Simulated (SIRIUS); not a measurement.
## Cu under changes of volume

One of the cells (12.047 Å³/atom); the others are scaled copies at fixed shape and fractional positions:

```
CELL_PARAMETERS angstrom
0.00000 1.81947 1.81947
1.81947 0.00000 1.81947
1.81947 1.81947 0.00000
ATOMIC_POSITIONS crystal
Cu 0.00000 0.00000 0.00000
```

* Program: SIRIUS 7.12.0
* Functional: PBEsol
* Potentials or basis: PseudoDojo 0.4.1 PBEsol standard (scalar relativistic)
* Cutoff: 1254 eV
* Density cutoff: 5016 eV
* k mesh: 13 × 13 × 13
* Occupations: fermi-dirac, width 0.05 eV
* Spin: no spin polarisation

| volume (Å³/atom) | energy over the lowest point (meV/atom) | pressure (GPa) |
| --- | --- | --- |
| 11.102 | 1.72 | 3.0 |
| 11.338 | 0.00 | -0.7 |
| 11.574 | 3.46 | -4.0 |
| 12.047 | ? | ? |
| 12.283 | 39.15 | -11.7 |
| 12.519 | 57.86 | -13.7 |

**Question.** What does the run at 12.047 Å³/atom give?

**Answer.** Energy over the lowest point 23.55 meV/atom; pressure -9.5 GPa.

Worked out: A Birch-Murnaghan fit of order 3 (a polynomial in V^(-2/3)) to the other rows has its minimum at 11.29 Å³/atom with B0 = V·E''(V) = 172 GPa and B' = 5.0. It gives 23.56 meV/atom at 12.047 Å³/atom, against the run's 23.55, and -dE/dV = -9.4 GPa, against -9.5.

Energies are extrapolated to zero smearing.
